Two ways to squeeze a crystal: the gaps of strained AlN

Pressing a semiconductor into a smaller volume brings its atoms closer together and usually changes its band gap. The table below follows aluminium nitride in the zincblende structure through six slightly deformed cells. For the smallest cell the gaps are left open. Can they be worked out from the other five, and does the smallest volume bring the widest gap?

Strained zincblende AlN, computed with Ansatz 0.2.0 using the HSE06 hybrid functional, PAW potentials, a 420 eV plane-wave cutoff and an 8×8×8 k mesh, without spin polarisation or spin–orbit coupling. The cells are strained from the r2SCAN structure. The band gap is the smallest found over the mesh and the high-symmetry k points.

```
volume (Å³/atom)     c/a  shortest distance (Å)  band gap (eV)  least direct gap (eV)
           9.960  1.4472                  1.864              ?                      ?
           9.972  1.4463                  1.864          4.527                  5.952
          10.009  1.4437                  1.867          4.529                  5.919
          10.313  1.4469                  1.885          4.495                  5.619
          10.322  1.4446                  1.886          4.499                  5.614
          10.691  1.4496                  1.908          4.455                  5.268
```

The volume is given per atom. The ratio c/a compares the long axis of the cell with its two equal short axes, which are half the face diagonals of the original cube; it would be √2, about 1.414, in the cubic crystal, so every cell here is stretched by 2 to 2.5 %. The shortest distance is the Al–N bond length. Symmetry holds the atoms at fixed places in the cell, so volume and c/a together determine the whole structure, however the strain was applied.

The band gap is the least energy between any filled and any empty state. The least direct gap compares states of the same wave vector. In the five known rows the highest filled state lies at Γ, the centre of the Brillouin zone, and so does the direct gap. The lowest empty state lies elsewhere, in a valley at the zone boundary point X.

First limit: the volume changes and the shape stays

The rows at 9.972 and 10.313 Å³/atom have almost the same c/a, so they show nearly pure expansion. The volume grows by 3.4 %. The direct gap falls by 0.333 eV, the band gap by only 0.032 eV. Expansion narrows both gaps, but the direct one ten times as much.

Both gaps start from the same filled state, so the difference between them is the height of the empty Γ state above the X valley. It drops from 1.425 to 1.124 eV between these two rows. The two empty states therefore respond very differently to volume.

Bonding theory offers a reason, which the table itself does not test. The lowest empty state at Γ is built largely from s orbitals on Al and N, combined with opposite signs, so that it is antibonding along every bond. Shorter bonds increase the overlap and push such a state up strongly against the bonding valence states. At X the wave changes sign from one layer of cells to the next and p orbitals mix in, so the overlaps partly offset one another and the valley follows the valence top more closely.

Second limit: the shape changes and the volume stays

The rows at 10.313 and 10.322 Å³/atom differ by less than 0.1 % in volume, but c/a is 0.16 % smaller in the second. If volume alone mattered, the band gap should fall by about 1 meV. It rises by 4 meV instead. At nearly equal volume, the cell closer to cubic has the wider band gap.

Part of the reason lies in the filled states. In a cubic crystal, with spin–orbit coupling left out as it is here, three states share the valence top. Stretching the cell separates them into a pair above and a single state below, by about 45 meV for each 1 % of elongation in the row at 9.972. To first order a pure change of shape leaves the average of the three where it was, so the pair rises by one third of the splitting, about 15 meV, and the gap shrinks from below.

The empty states do the rest. The cubic crystal has three equivalent X valleys, one for each cube axis, and elongation makes them unequal. In all five known rows the lowest valley belongs to one of the two shorter cube axes. Theory then expects this valley to have moved down from the common level, so that the gap also shrinks from above.

Adding the two effects

For small strains the two effects can simply be added:

gap = A + B·v + C·s

Here v is the change in volume and s the change in c/a, both in per cent on a logarithmic scale (for small changes nearly the same as ordinary per cent) and both counted from the row at 9.972 Å³/atom. The constant A is then the gap of that row, as the model sees it. B and C are the responses to volume and to shape. C holds only for stretched cells: in a flattened one the single valence state would lie on top and the third valley lowest, so the gap should shrink again.

A least-squares fit to the five known rows gives the band gap a volume response of −9.3 meV and a shape response of −32 meV per 1 %. Shape is thus the stronger lever, per cent for per cent. For the direct gap the volume response is −98 meV per 1 %, while the shape response, −10 ± 12 meV, is poorly fixed by the fit. The rising valence pair alone should make it about −15 meV, since a pure change of shape leaves the single empty state at Γ in place to first order. Three constants for five rows leave little room for disagreement, so a row outside the fit is the better test.

The prediction

The open cell has 0.12 % less volume than its neighbour at 9.972 and a c/a that is 0.062 % larger. For the band gap the two changes oppose each other:

volume: (−0.12) × (−9.3 meV) = +1.1 meV
shape: (+0.062) × (−32 meV) = −2.0 meV

The sum is about −1 meV. From 4.527 eV in the neighbouring row this leads to 4.526 eV. The forecast is therefore no rise in spite of the smallest volume: a band gap level with that of the neighbour or about 1 meV below it.

For the direct gap volume decides. It adds 0.12 × 98 meV, or 12 meV, and shape takes back less than 1 meV. The forecast is 5.963 eV, about 0.01 eV above the neighbour and the largest direct gap of the series.

The error bars are ±0.003 eV for the band gap and ±0.005 eV for the direct gap. When each known row in turn is left out and predicted from the other four, the typical miss is 0.001 eV for the first and 0.004 eV for the second. The bar of the band gap is wider than this because the table is rounded to 1 meV and the calculation has not been tested for convergence at that level. A rise of 1 or 2 meV is therefore not excluded.

The withheld rows as computed:

```
volume (Å³/atom)     c/a  shortest distance (Å)  band gap (eV)  least direct gap (eV)
           9.960  1.4472                  1.864          4.525                  5.962
```

What the computed values show

Both values fall inside their ranges. The band gap is 4.525 eV and the direct gap 5.962 eV, so each forecast was too high by about 1 meV. A miss of that size is comparable with the rounding and needs no physical cause. The direct gap is the largest of the series, as forecast, and the band gap has not risen.

A model with volume alone, fitted to the same five rows, gives a band gap of 4.532 eV, which is 7 meV too high. It already misses known rows by up to 5 meV, because it has no means of letting the gap rise while the cell expands. The comparison favours the model with shape. It remains a test over a short step, since the new cell is nearly a copy of its neighbour.

Why the smallest cell does not have the widest band gap

The three smallest cells have something in common that the table does not show at first sight. A block of four atoms has the volume a²c, so the length of the long axis follows from

c³ = 4 × volume × (c/a)²

This gives 4.37 Å for all three. They are one crystal of fixed height, pressed together more and more from the sides.

Such a squeeze does two things at once. Each 1 % taken off both short axes removes 2 % of the volume, which widens the band gap by 2 × 9.25 meV, or 18.5 meV. It also raises c/a by 1 %, which narrows the gap by 32.1 meV. Shape wins by about 14 meV, and the computed band gaps of the three cells do fall with the squeeze, from 4.529 through 4.527 to 4.525 eV.

The direct gap goes the other way under the same squeeze, because its volume response is so much larger. For a strained layer the useful question is therefore not only how much the crystal has been compressed, but along which axes, and which of the two gaps matters. An even compression that keeps the shape widens both gaps in this range of strain; a sideways one at fixed height widens the direct gap and slightly narrows the band gap. A film with a free surface also grows taller under such a squeeze, which wins back part of the lost volume and adds to the stretch, so its band gap narrows more. The rows at 10.313 and 10.322 were computed as such films: between them, 0.08 % off the short axes narrows the gap by 4 meV, against about 1 meV at fixed height.

These conclusions concern changes from cell to cell. The hybrid functional used here tends to give wide gaps too small, and the atoms are held still, whereas real vibrations shift the gap by far more than a few meV. The slopes are thus a better guide to a strained sample than the gaps themselves.
